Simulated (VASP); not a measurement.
Input of a VASP 6.6.1 run:

Contents of INCAR:

```
  PREC = Accurate
  ENCUT = 600
  EDIFF = 1E-6
  ISMEAR = 0
  SIGMA = 0.03
  LREAL = F
  LASPH = T
  NELM = 80
  ALGO = Normal
  ISIF = 3
  LWAVE = F
  LCHARG = F
  GGA = PS
  IBRION = 2
  NSW = 90
  EDIFFG = -0.01
```

KPOINTS

```
regular mesh
0
Gamma
  8 8 8
```

Contents of POSCAR:

```
Li3HS
1.0
    3.8518900000      0.0000000000      0.0000000000
    0.0000000000      3.8518900000      0.0000000000
    0.0000000000      0.0000000000      3.8518900000
S H Li
1 1 3
Direct
    0.5000000000      0.5000000000      0.5000000000
    0.0000000000      0.0000000000      0.0000000000
    0.5000000000      0.0000000000      0.0000000000
    0.0000000000      0.5000000000      0.0000000000
    0.0000000000      0.0000000000      0.5000000000
```

Potentials or basis: VASP PAW PBE potentials, release 64 (S, H, Li_sv).

The run is started by

```sh
$ cat potpaw_PBE.64/S/POTCAR potpaw_PBE.64/H/POTCAR potpaw_PBE.64/Li_sv/POTCAR > POTCAR
$ mpirun -np 1 vasp_std > vasp.out
```

(1) What does it give for the space group after relaxing (to 0.05 Å)?

(2) Predict the relaxed volume.

Answers

(1) Pm-3m (No. 221).

(2) 10.67 Å³/atom.

Caveat: the cutoff is under 1.25 times the usual one of these potentials, so pressure, stress and relaxed cells hold a basis-set (Pulay) error; the PAW data sets were made with another functional, which shifts forces and pressure a little.
